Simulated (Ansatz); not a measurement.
Here is an unrelaxed guess for GaAs.

```
Ga As
1.0
     6.74325    0.00000    0.00000
     0.00000    6.74325    0.00000
     0.00000    0.00000    6.74325
Ga As
6 6
Direct
  0.50000 0.00000 0.75000
  0.75000 0.50000 0.00000
  0.00000 0.75000 0.50000
  0.50000 0.00000 0.25000
  0.25000 0.50000 0.00000
  0.00000 0.25000 0.50000
  0.00000 0.50000 0.75000
  0.75000 0.00000 0.50000
  0.50000 0.75000 0.00000
  0.00000 0.50000 0.25000
  0.25000 0.00000 0.50000
  0.50000 0.25000 0.00000
```

The calculation used DFT PBE, scalar-relativistic, plane waves, PAW (Ansatz). Cutoff 420 eV; k points 4×4×4 on the computed 12-atom cell (Γ-centred); Gaussian smearing, width 0.10 eV; no spin polarisation.

Energies over the elements count from the elements' standard structures at the same level, with no fitted energy shifts.

Task: How far from equilibrium is it?

Result: The pressure is 9.6 GPa (it wants to expand), the largest force is 0.00 eV/Å (symmetry fixes the atoms), and the energy is −0.09 eV/atom against the elements. The shortest distance is 2.38 Å.

Task: How much does it gain on relaxing, and where does it end?

Result: Relaxing gains about 0.11 eV/atom (the start's value is from the coarse mesh, so the gain is rough) in 7 ionic steps and ends at −0.20 eV/atom on the finer mesh. The symmetry stays Pm-3n (No. 223). The volume per atom grows by 16.0 %, from 25.6 to 29.6 Å³. The shortest distance goes from 2.38 Å (Ga–As) to 2.50 Å (Ga–As). Conventional cell: a = 7.085 Å. Around Ga lie 4 As at 2.50 Å; As has 4 Ga at 2.50 Å.

The last run used a 6×6×6 mesh for its 12-atom cell and Gaussian smearing of 0.10 eV. The reference form of As is held partly by dispersion forces, which this level lacks. The relaxation can't lower the symmetry of the start. Symmetry constrained the relaxation, so the result can be a saddle point.
